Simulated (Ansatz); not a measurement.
RuO2:
```xyz
6
Lattice="4.5235 0.0000 0.0000 0.0000 4.5235 0.0000 0.0000 0.0000 3.1205" Properties=species:S:1:pos:R:3 pbc="T T T"
Ru     2.2617     2.2617     1.5602
Ru     0.0000     0.0000     0.0000
O      3.6446     0.8789     1.5602
O      0.8789     3.6446     1.5602
O      1.3829     1.3829     0.0000
O      3.1406     3.1406     0.0000
```

Relaxed with PBE. Special points in fractions of this cell's reciprocal vectors: Γ (0.000, 0.000, 0.000); X (0.000, 0.500, 0.000); M (0.500, 0.500, 0.000); Z (0.000, 0.000, 0.500); R (0.000, 0.500, 0.500); A (0.500, 0.500, 0.500).

**Question.** List the band energies nearest the Fermi level at these points for PBE (plane waves, PAW; program Ansatz).

**Answer.** In eV from the Fermi level; about four levels below and three above (degenerate sets whole), none deeper than 8.9 eV; points with the same levels are listed once.

```csv
k,below,above
Γ,-1.38 -1.29 -1.29 -0.86,1.46 1.71 4.47 4.47
X,-0.48 -0.48 -0.31 -0.31,0.38 0.38 3.95 3.95
M,-1.38 -1.38 -1.26 -1.26,0.81 0.81 3.42 3.42
Z,-0.59 -0.59 -0.02 -0.02,0.86 0.86 3.04 3.04
R,-1.65 -1.65 -0.53 -0.53,1.10 1.10 1.91 1.91
A,-0.52 -0.52 -0.48 -0.48,0.22 0.22 3.00 3.00
```

Space group P4_2/mnm (rutile). Symmetry was held in the PBE relaxation. No spin polarisation was allowed. Scalar-relativistic: spin–orbit coupling is off unless named, which matters more the heavier the elements.

Potentials: the earlier of the program's two PAW sets.
